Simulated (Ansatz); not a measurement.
# Sn: a strain scan

The task, for Sn: strain the cell along the Voigt pattern (1, 0, 0, 0, 0, 0).

Program: Ansatz 0.2.0. Level of theory: DFT PBE, scalar-relativistic, plane waves, PAW. These are calculated values, not measurements.

2 further runs of the same task are left out: 2 set aside as unsound or not needed. Runs told in other sessions of the task aren't counted.

### 1 The structure to begin with

It takes space group Fd-3m (No. 227, cubic). The conventional cell has a = 6.656 Å, b = 6.656 Å, c = 6.656 Å, α = 90.00°, β = 90.00°, γ = 90.00°. Around Sn (site symmetry -43m) lie 4 Sn at 2.88 Å.

Coordinates:

```cif
data_structure
_symmetry_space_group_name_H-M 'P 1'
_symmetry_Int_Tables_number 1
_cell_length_a 4.7067
_cell_length_b 4.7067
_cell_length_c 4.7067
_cell_angle_alpha 60.000
_cell_angle_beta 60.000
_cell_angle_gamma 60.000
_cell_volume 73.73
loop_
_atom_site_label
_atom_site_type_symbol
_atom_site_fract_x
_atom_site_fract_y
_atom_site_fract_z
_atom_site_occupancy
Sn1 Sn 0.50000 0.50000 0.50000 1
Sn2 Sn 0.75000 0.75000 0.75000 1
```

This cell was relaxed beforehand with the same method: volume 36.86 Å³/atom, gap on the mesh none (metal).

### 2 Zero of the scan

Input file input.yaml:

```yaml
crystal:
  lattice:
    - [0.0, 3.3281477812, 3.3281477812]
    - [3.3281477812, 0.0, 3.3281477812]
    - [3.3281477812, 3.3281477812, 0.0]
  atoms:
    - { symbol: Sn, position: [0.5, 0.5, 0.5] }
    - { symbol: Sn, position: [0.75, 0.75, 0.75] }
basis:
  ecutwfc: 420
kpoints:
  mp_grid: { grid: [16, 16, 16] }
hamiltonian:
  xc: pbe
scf:
  occupations: { method: gaussian, width: 0.15 }
output:
  forces: true
  stress: true
  eigenvalues: true
```

Command:

```bash
$ ansatz run input.yaml --threads 1 --pin off --max-ram 2560MiB --backend cpu --events-out ev --progress --plain --runs-dir out
```

### 3 Next: a strain scan

The cell is strained by ε times the Voigt pattern (1, 0, 0, 0, 0, 0) (xx, yy, zz, yz, xz, xy; engineering shear), with fractional coordinates fixed (clamped ions). The stress on the pattern is the sum of the stress components weighted by it, tension positive.

### 4 At ε = -0.0600

Changes to input.yaml since step 2:

```diff
@@ -3,4 +3,4 @@
     - [0.0, 3.3281477812, 3.3281477812]
-    - [3.3281477812, 0.0, 3.3281477812]
-    - [3.3281477812, 3.3281477812, 0.0]
+    - [3.1284589143, 0.0, 3.3281477812]
+    - [3.1284589143, 3.3281477812, 0.0]
   atoms:
```

### 5 Point ε = 0.0450

Changes to input.yaml since step 4:

```diff
@@ -3,4 +3,4 @@
     - [0.0, 3.3281477812, 3.3281477812]
-    - [3.1284589143, 0.0, 3.3281477812]
-    - [3.1284589143, 3.3281477812, 0.0]
+    - [3.4779144314, 0.0, 3.3281477812]
+    - [3.4779144314, 3.3281477812, 0.0]
   atoms:
@@ -20 +20,5 @@
   eigenvalues: true
+  write_density: true
+  write_potential: true
+  elf: true
+  volumetric_format: npy
```

### 6 At ε = -0.0300

Changes to input.yaml since step 5:

```diff
@@ -3,4 +3,4 @@
     - [0.0, 3.3281477812, 3.3281477812]
-    - [3.4779144314, 0.0, 3.3281477812]
-    - [3.4779144314, 3.3281477812, 0.0]
+    - [3.2283033478, 0.0, 3.3281477812]
+    - [3.2283033478, 3.3281477812, 0.0]
   atoms:
@@ -20,5 +20 @@
   eigenvalues: true
-  write_density: true
-  write_potential: true
-  elf: true
-  volumetric_format: npy
```

### 7 At ε = 0.0150

Changes to input.yaml since step 6:

```diff
@@ -3,4 +3,4 @@
     - [0.0, 3.3281477812, 3.3281477812]
-    - [3.2283033478, 0.0, 3.3281477812]
-    - [3.2283033478, 3.3281477812, 0.0]
+    - [3.3780699979, 0.0, 3.3281477812]
+    - [3.3780699979, 3.3281477812, 0.0]
   atoms:
```

### 8 Point ε = 0.0600

Changes to input.yaml since step 7:

```diff
@@ -3,4 +3,4 @@
     - [0.0, 3.3281477812, 3.3281477812]
-    - [3.3780699979, 0.0, 3.3281477812]
-    - [3.3780699979, 3.3281477812, 0.0]
+    - [3.5278366481, 0.0, 3.3281477812]
+    - [3.5278366481, 3.3281477812, 0.0]
   atoms:
@@ -20 +20,5 @@
   eigenvalues: true
+  write_density: true
+  write_potential: true
+  elf: true
+  volumetric_format: npy
```

### 9 Point ε = -0.0450

Changes to input.yaml since step 8:

```diff
@@ -3,4 +3,4 @@
     - [0.0, 3.3281477812, 3.3281477812]
-    - [3.5278366481, 0.0, 3.3281477812]
-    - [3.5278366481, 3.3281477812, 0.0]
+    - [3.178381131, 0.0, 3.3281477812]
+    - [3.178381131, 3.3281477812, 0.0]
   atoms:
@@ -20,5 +20 @@
   eigenvalues: true
-  write_density: true
-  write_potential: true
-  elf: true
-  volumetric_format: npy
```

### 10 At ε = 0.0300

Changes to input.yaml since step 9:

```diff
@@ -3,4 +3,4 @@
     - [0.0, 3.3281477812, 3.3281477812]
-    - [3.178381131, 0.0, 3.3281477812]
-    - [3.178381131, 3.3281477812, 0.0]
+    - [3.4279922146, 0.0, 3.3281477812]
+    - [3.4279922146, 3.3281477812, 0.0]
   atoms:
```

### 11 Point ε = -0.0150

Changes to input.yaml since step 10:

```diff
@@ -3,4 +3,4 @@
     - [0.0, 3.3281477812, 3.3281477812]
-    - [3.4279922146, 0.0, 3.3281477812]
-    - [3.4279922146, 3.3281477812, 0.0]
+    - [3.2782255645, 0.0, 3.3281477812]
+    - [3.2782255645, 3.3281477812, 0.0]
   atoms:
@@ -20 +20,5 @@
   eigenvalues: true
+  write_density: true
+  write_potential: true
+  elf: true
+  volumetric_format: npy
```

### 12 ε = 0.0525

Changes to input.yaml since step 11:

```diff
@@ -3,4 +3,4 @@
     - [0.0, 3.3281477812, 3.3281477812]
-    - [3.2782255645, 0.0, 3.3281477812]
-    - [3.2782255645, 3.3281477812, 0.0]
+    - [3.5028755397, 0.0, 3.3281477812]
+    - [3.5028755397, 3.3281477812, 0.0]
   atoms:
@@ -20,5 +20 @@
   eigenvalues: true
-  write_density: true
-  write_potential: true
-  elf: true
-  volumetric_format: npy
```

(Steps that only read results are left out.)

What does the calculation give? Wanted: slope of the stress at ε = 0, over ±0.0150.

As calculated:

```
                                  quantity   value
slope of the stress at ε = 0, over ±0.0150  55 GPa
```

From the stress slope, C11 is about 55 GPa with the ions clamped; letting the atoms relax could not make it stiffer. The undisturbed cell stays the lowest of the sampled points.
